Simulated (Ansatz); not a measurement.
SrTiO3 in the cubic perovskite structure, relaxed with r2SCAN in the PAW code Ansatz: it is cubic, Pm-3m (No. 221); a = 3.907 Å in the conventional setting, 11.93 Å³ an atom. Around Sr lie 12 O at 2.76 Å; around Ti lie 6 O at 1.95 Å; around O lie 2 Ti at 1.95 Å and 4 Sr at 2.76 Å. The cell was then strained (x, y and z are the cube axes), with the atoms relaxed again; stress is positive in compression. (Simulation; spin polarisation is off.)

- Uniaxial -1.0 % along z, other directions held: r2SCAN's stress changes by +3.72 GPa along the strain and +1.10 GPa across it.
- Isotropic -1.0 % on every length: the pressure changes by +6.10 GPa, and the HSE06 gap (R → Γ) goes from 3.321 to 3.397 eV.
- Epitaxial strain of -1.0 % in the (001) plane: the free normal strain is +0.64 % and the in-plane stress changes by +4.16 GPa.

Question: Estimate C₁₁, C₁₂ and the bulk modulus from the uniaxial step.

Answer: With compression positive, C₁₁ ≈ −Δσ∥/ε = (-3.72)/(-0.0100) = 372 GPa and C₁₂ ≈ (-1.10)/(-0.0100) = 110 GPa; B = (C₁₁ + 2C₁₂)/3 = 197 GPa. A one-sided step carries third-order terms: it reads high by some per cent.

Question: What bulk modulus does the isotropic step give?

Answer: Δ ln V = 3 ln(0.9900) = -0.0302, so B ≈ −ΔP/Δ ln V = 202 GPa, against 197 GPa from C₁₁ and C₁₂; one-sided steps of finite size carry third-order terms.

Question: Give the volume deformation potential of that gap and its pressure coefficient.

Answer: a_V = ΔE_g/Δ ln V = (+0.076)/(-0.0302) = -2.52 eV; dE_g/dP = −a_V/B = +12 meV/GPa, with HSE06's gap and r2SCAN's modulus.

Question: What do the film's normal strain and stress say about the elastic constants?

Answer: ε⊥/ε∥ = (+0.0064)/(-0.0100) = -0.64, which linear elasticity sets to −2C₁₂/C₁₁ = -0.59 from the uniaxial step. The biaxial modulus is M = −Δσ/ε∥ = 416 GPa (C₁₁ + C₁₂ − 2C₁₂²/C₁₁ = 417 GPa).

Question: How much elastic energy does the film store, with 11.93 Å³ an atom?

Answer: u = M ε∥² = −Δσ ε∥ = -4.16 × (-0.0100) = 0.0416 GPa, and 1 GPa Å³ is 6.2415 meV: 3.10 meV an atom. The total energies of the two runs differ by 3.06 meV an atom.

The meshes of the hybrids are coarse, so their gaps aren't converged to the digits shown.
